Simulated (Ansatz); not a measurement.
Crystal: CdO2.

```xyz
3
Lattice="3.4762 0.0000 0.0000 -1.7381 3.0105 0.0000 0.0000 0.0000 4.1481" Properties=species:S:1:pos:R:3 pbc="T T T"
Cd    0.0000    0.0000    0.0000
O     0.0000    2.0070    1.0130
O     1.7381    1.0035    3.1350
```

The cell comes from a database or a generator and needn't be the stable form of this composition.

* Program: Ansatz 0.2.0
* Task: relaxation of cell and atoms
* Functional: PBEsol
* Potentials or basis: Ansatz PAW
* Cutoff: 420 eV (not typed: the program's choice for these potentials)
* k mesh: 9 × 9 × 7
* Occupations: fermi-dirac, width 0.05 eV
* Spin: no spin polarisation

At the start: volume 14.47 Å³/atom.

How do energy, volume and symmetry change on relaxing?

It ends after 9 steps and the volume is 11.68 Å³/atom (-19.3 %); space group P-3m1 (No. 164, to 0.05 Å).

The path:
| step | energy change (eV) | largest force (eV/Å) | volume (Å³) |
| --- | --- | --- | --- |
| 1 | 0.0000 | 0.3162 | 43.41 |
| 2 | -0.2285 | 0.0675 | 38.74 |
| 3 | -0.3100 | 0.1065 | 35.88 |
| 4 | -0.3231 | 0.0501 | 34.56 |
| 5 | -0.3245 | 0.0153 | 35.27 |
| 6 | -0.3245 | 0.0031 | 35.28 |
| 7 | -0.3126 | 0.0041 | 35.28 |
| 8 | -0.3142 | 0.0002 | 35.04 |
| 9 | -0.3130 | 0.0001 | 35.04 |

Final structure:
```
Cd O
1.0
     3.35367    0.00000    0.00000
    -1.67684    2.90437    0.00000
     0.00000    0.00000    3.59758
Cd O
1 2
Direct
  0.00000 0.00000 0.00000
  0.33333 0.66667 0.28145
  0.66667 0.33333 0.71855
```

Caveat: the volume moved by over 15 % at a fixed basis, so the end points are rough; the plane-wave basis is chosen anew once the cell has moved, so the energies of steps on either side of that aren't comparable; the pressure holds a Pulay correction of +0.8 GPa for the finite cutoff; the PAW data sets come from PBE, with cores solved anew for the run's functional, which leaves a small shift of forces and pressure.
